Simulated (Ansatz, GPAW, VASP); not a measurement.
**Si: programs and potentials compared**

```
Si
1.0
     0.00000    2.72185    2.72185
     2.72185    0.00000    2.72185
     2.72185    2.72185    0.00000
Si
2
Direct
  0.50000 0.50000 0.50000
  0.75000 0.75000 0.75000
```

Alike in all runs: task single point; functional PBE; k mesh 8 × 8 × 8; occupations gaussian, width 0.014 eV; no spin polarisation; no spin-orbit coupling. Pressure is positive in compression and, in plane waves, holds the error of the finite cutoff.

| program and potentials | plane-wave cutoff (eV) | notes | band gap (eV) | pressure (GPa) |
| --- | --- | --- | --- | --- |
| GPAW, GPAW PAW data sets (gpaw-data 1.2.1) | 600 | - | 0.62 | 1.61 |
| Ansatz, all-electron LAPW, scalar-relativistic | - | - | 0.63 | 1.31 |
| VASP, PBE PAW files Si, 520 eV | 520 | - | 0.63 | 1.27 |

The band gap spans 0.62 (GPAW, GPAW PAW data sets (gpaw-data 1.2.1)) to 0.63 eV (VASP, PBE PAW files Si, 520 eV), with all-electron results at 0.63. The pressure spans 1.27 (VASP, PBE PAW files Si, 520 eV) to 1.61 GPa (GPAW, GPAW PAW data sets (gpaw-data 1.2.1)), with all-electron results at 1.31. The gap is indirect and read on the mesh alone.

The functional is the same throughout but for its coding, so the spread measures potentials, basis and numerics; runs on potential files found faulty are left out.

The three runs agree almost completely on the gap of silicon and less closely on the pressure, where VASP stays near the all-electron value and GPAW lies above it. The gap is a difference between bonding valence states and antibonding conduction states of the same sp-bonded network, so small errors in the potential largely cancel. Pressure follows the volume derivative of the total energy and has no such cancellation. An incomplete plane-wave basis normally lowers the computed pressure, so GPAW's excess probably comes from the data set or other numerics. In a crystal this stiff, it amounts to only a slight shift in lattice constant.

The positive pressure in every run shows that the cell is smaller than the PBE equilibrium cell, in line with the functional's known tendency to underbind silicon. All the gaps fall well below experiment, as expected from Kohn-Sham eigenvalues of a semilocal functional, which lack the derivative discontinuity. The close agreement therefore supports the reproducibility of the PBE gap, not its accuracy as a quasiparticle gap.
